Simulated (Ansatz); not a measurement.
**TiPbO₃: reading a single point**

```
CELL_PARAMETERS angstrom
3.89827 3.89827 0.00000
3.89827 -3.89827 0.00000
0.00000 0.00000 4.03145
ATOMIC_POSITIONS crystal
Pb 0.00000 0.00000 0.00000
Pb 0.50000 0.50000 0.00000
Ti 0.00000 0.50000 0.52840
Ti 0.50000 0.00000 0.52840
O 0.00000 0.50000 0.08400
O 0.50000 0.00000 0.08400
O 0.25000 0.25000 0.58200
O 0.75000 0.75000 0.58200
O 0.25000 0.75000 0.58200
O 0.75000 0.25000 0.58200
```

Method: PBE, with U_eff = 5.16 eV on Ti d (atomic projectors), collinear spin; PAW, plane waves to 420 eV, 4×4×6 Γ-centred mesh, fermi-dirac occupations (width 0.1 eV) (Ansatz 0.2.0), atoms fixed.

The state carries no moments; the state need not be the lowest.

Question: What is the band gap?

Answer: The gap is 2.30 eV, indirect or between spins (the least direct gap found is 2.52 eV).

Question: Which orbitals make up the band edges?

Answer: Within 0.7 eV of the edges, the states project mainly on O p (77 %) and Pb s (17 %) below the gap and on Ti d (84 %) above it.

Question: What does the stress say?

Answer: The pressure is 10.5 GPa (compression positive), so with the atoms held at these fractions the cell would first expand; the forces are large, so a full relaxation may end otherwise.

Question: How is the charge shared?

Answer: Bader charges in e: Ti +2.31, Pb +1.38, O -1.25 to -1.20. In the mean Ti gives up most and O takes most.

Origin: a database entry at a rescaled volume. Caveats: the input typed no starting moments; no spin-orbit coupling, which can shift this gap by tenths of an eV; atoms or cell far from equilibrium.
